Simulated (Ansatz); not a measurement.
Zone-centre phonons of InAs at 9 GPa: input and output

Theory: DFT PBEsol, scalar-relativistic, plane waves, PAW (Ansatz 0.2.0).

Launched with:
```bash
ansatz run input.yaml --threads 1 --pin off --max-ram 3072MiB --backend cpu --events-out ev --progress --plain --runs-dir out
```

Input (bare energies are in eV):
```yaml
crystal:
  lattice:
    - [0.0, 2.9229834095, 2.9229834095]
    - [2.9229834095, 0.0, 2.9229834095]
    - [2.9229834095, 2.9229834095, 0.0]
  atoms:
    - { symbol: In, position: [0.0, 0.0, 0.0] }
    - { symbol: As, position: [0.75, 0.75, 0.75] }
basis:
  ecutwfc: 420
kpoints:
  mp_grid: { grid: [12, 12, 12] }
hamiltonian:
  xc: pbesol
scf:
  occupations: { method: fermi_dirac, width: 0.15 }
output:
  eigenvalues: true
phonons:
  method: dfpt
  eigenvectors: true
```

The end of the output:
```
--- Phonons (Γ-DFPT): 2 representative perturbations + reference, on 163 of 1728 k-points (Σ response iterations 6) ---
  k mesh reduced under 8 symmetry operations, with k and −k counted as one. Each operation leaves every solved displacement unchanged or reverses it
  ASR residual: 1.354e-4 → 0.000e0 eV/Å²; symmetrization residual: 1.329e-6 eV/Å²
  ASR residual per site (eV/Å²): 1.35e-4 4.37e-5
  Γ frequencies (cm⁻¹): 0.00 0.00 0.00 244.99 244.99 244.99
  non-analytic LO–TO correction: not included (Born effective charges unavailable; polar crystals: no LO–TO splitting at Γ)
```

The run took 110 s on 1 thread of Intel(R) Xeon(R) Processor @ 2.50GHz (Skylake/Cascade Lake) (shared host), peak memory 0.77 GiB.

With next to no gap, frequencies and elastic constants depend on the k mesh and the smearing, soft modes and shear constants most. The real crystal has changed phase below this pressure.

On the mesh the filled and empty bands stay 0.22 eV apart, little enough for the smearing to populate both, so at this level the crystal is a narrow-gap semiconductor or semimetal, not an ordinary metal; spin–orbit coupling, left out, can open or move such a gap.